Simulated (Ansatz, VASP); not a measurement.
## Two plane-wave programs on Ce

Contents of INCAR:

```
PREC = Accurate
ENCUT = 520
EDIFF = 1E-6
ISMEAR = -1
SIGMA = 0.1
LREAL = F
LASPH = T
NELM = 100
ALGO = Normal
ISIF = 2
LWAVE = F
LCHARG = F
NBANDS = 12
```

KPOINTS

```
regular mesh
0
Gamma
  16 16 16
```

The input POSCAR:

```
Ce
1.0
    0.0000000000      2.2343189083      2.2343189083
    2.2343189083      0.0000000000      2.2343189083
    2.2343189083      2.2343189083      0.0000000000
Ce
1
Direct
    0.0000000000      0.0000000000      0.0000000000
```

Input for Ansatz:

```yaml
crystal:
  lattice:
    - [0.0, 2.2343189083, 2.2343189083]
    - [2.2343189083, 0.0, 2.2343189083]
    - [2.2343189083, 2.2343189083, 0.0]
  atoms:
    - { symbol: Ce, position: [0.0, 0.0, 0.0] }
hamiltonian:
  xc: lda
  pseudopotentials:
    kind: paw
    azcp:
      Ce: "pseudopotentials/Ce.paw.azcp"
basis:
  ecutwfc: 420
  fft_grid_basis: typed
kpoints:
  mp_grid: { grid: [16, 16, 16], shift: [0, 0, 0] }
magnetization:
  spin_polarized: false
scf:
  occupations: { method: fermi_dirac, width: 0.1 }
output:
  stress: true
```

Alike in both runs: task single point; functional LDA; k mesh 16 × 16 × 16; occupations fermi-dirac, width 0.1 eV; no spin polarisation.

|  | VASP | Ansatz |
| --- | --- | --- |
| version | VASP 6.6.1 | Ansatz 0.2.0 |
| potentials or method | VASP PAW LDA potentials, release 64 (Ce) | plane waves (420 eV) with PAW, scalar-relativistic |
| plane-wave cutoff (eV) | 520 | 420 |
| valence electrons in the cell | 12 | 12 |

VASP gave:

```
pressure (GPa) : 1.8
```

Question: What did Ansatz give for the same quantities?

Answer: Pressure (GPa): 2.3.

Ansatz warned: «pseudo_functional_mismatch».

The runs have no spin-orbit coupling, so splittings on Ce are missing. Spin polarisation is off, so any magnetic state and its effect on volume and gap are missing.
